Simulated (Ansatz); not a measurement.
Molecular dynamics on a 2×2×2 supercell (16 atoms) of HgS (zincblende), relaxed with r2SCAN. Forces come from PBE in the plane-wave code Ansatz: a Nosé-Hoover thermostat at fixed volume, 600 K, steps of 1.5 fs. Computed, non-magnetic; the trajectory is short and the cell small, so nothing here is a converged average.

```yaml
crystal:
  lattice:
    - [0.0, 5.9303726061, 5.9303726061]
    - [5.9303726061, 0.0, 5.9303726061]
    - [5.9303726061, 5.9303726061, 0.0]
  atoms:
    - { symbol: Hg, position: [0.0, 0.0, 0.0] }
    - { symbol: S, position: [0.125, 0.125, 0.125] }
    - { symbol: Hg, position: [0.0, 0.0, 0.5] }
    - { symbol: S, position: [0.125, 0.125, 0.625] }
    - { symbol: Hg, position: [0.0, 0.5, 0.0] }
    - { symbol: S, position: [0.125, 0.625, 0.125] }
    - { symbol: Hg, position: [0.0, 0.5, 0.5] }
    - { symbol: S, position: [0.125, 0.625, 0.625] }
    - { symbol: Hg, position: [0.5, 0.0, 0.0] }
    - { symbol: S, position: [0.625, 0.125, 0.125] }
    - { symbol: Hg, position: [0.5, 0.0, 0.5] }
    - { symbol: S, position: [0.625, 0.125, 0.625] }
    - { symbol: Hg, position: [0.5, 0.5, 0.0] }
    - { symbol: S, position: [0.625, 0.625, 0.125] }
    - { symbol: Hg, position: [0.5, 0.5, 0.5] }
    - { symbol: S, position: [0.625, 0.625, 0.625] }
kpoints:
  mp_grid: { grid: [2, 2, 2] }
hamiltonian:
  xc: pbe
scf:
  occupations: { method: fermi_dirac, width: 0.052 }
md:
  ensemble: nvt_nose_hoover
  temperature: 600
  timestep: 1.5
  n_steps: 20
  initial_velocities: maxwell_boltzmann
  seed: 8154
```

Command: `ansatz run input.yaml --threads 4 --pin off --max-ram 3686MiB --backend cpu --events-out ev --progress --plain --runs-dir out`. Wall time 2.5 min on 4 threads of Arm Neoverse N1, on a shared host, load about 0.9 per core; peak host memory 1.5 GiB.

| step | t (fs) | T (K) | free energy F from step 0 (meV/atom) | kinetic energy (meV/atom) | largest force (eV/Å) |
| --- | --- | --- | --- | --- | --- |
| 0 | 0 | 600 | 0.0 | 72.7 | 0.00 |
| 1 | 1.5 | 599 | 0.2 | 72.5 | 0.10 |
| 2 | 3 | 594 | 0.7 | 72.0 | 0.21 |
| 3 | 4.5 | 587 | 1.6 | 71.1 | 0.31 |
| 4 | 6 | 577 | 2.8 | 69.9 | 0.41 |
| 5 | 7.5 | 565 | 4.3 | 68.4 | 0.51 |
| 6 | 9 | 550 | 6.1 | 66.6 | 0.61 |
| 7 | 10.5 | 533 | 8.2 | 64.5 | 0.71 |
| 8 | 12 | 514 | 10.5 | 62.3 | 0.80 |
| 9 | 13.5 | 493 | 13.0 | 59.8 | 0.89 |
| 10 | 15 | 472 | 15.6 | 57.2 | 0.98 |
| 11 | 16.5 | 449 | 18.3 | 54.5 | 1.06 |
| 12 | 18 | 427 | 21.1 | 51.7 | 1.14 |
| 13 | 19.5 | 404 | 23.9 | 48.9 | 1.21 |
| 14 | 21 | 381 | 26.7 | 46.2 | 1.28 |
| 15 | 22.5 | 359 | 29.4 | 43.5 | 1.34 |
| 16 | 24 | 338 | 32.0 | 41.0 | 1.39 |
| 17 | 25.5 | 319 | 34.4 | 38.7 | 1.44 |
| 18 | 27 | 302 | 36.6 | 36.5 | 1.48 |
| 19 | 28.5 | 286 | 38.5 | 34.6 | 1.51 |
| 20 | 30 | 273 | 40.2 | 33.0 | 1.54 |

The temperature goes from 600 K to 273 K in 30 fs. The thermostat hasn't had time to restore it. The atoms start on their lattice sites with kinetic energy alone, so much of it first passes into potential energy. By the last step the atoms have moved 0.12 Å in the root mean square, the drift of the whole cell taken out, 0.22 Å at most.

Positions (Å) and forces (eV/Å) at step 20:
```
Hg  -0.055  -0.021   0.000     0.385   0.172  -0.072
S    1.458   1.620   1.496     0.381  -0.438  -0.328
Hg   2.973   3.035   0.049     0.310  -0.063  -0.208
S    4.484   4.629   1.602     0.174  -0.852  -0.512
Hg   2.931  -0.070   2.941    -0.363   0.718   0.402
S    4.524   1.475   4.414    -0.501   0.270   0.048
Hg   5.971   2.929   2.924    -0.270   0.471   0.441
S    7.375   4.597   4.519     0.385  -0.857  -0.372
Hg   0.014   2.984   2.906    -0.241   0.556   0.244
S    1.557   4.501   4.522    -0.574  -0.099  -0.234
Hg   2.929   5.868   2.980    -0.276   0.651   0.338
S    4.514   7.475   4.381    -0.601   0.270   0.524
Hg   2.985   2.909   5.982     0.346  -0.099  -0.720
S    4.233   4.540   7.370     1.522  -0.120  -0.197
Hg   5.979   5.957   5.921    -0.707   0.402   0.428
S    7.400   7.555   7.391     0.030  -0.982   0.219
```
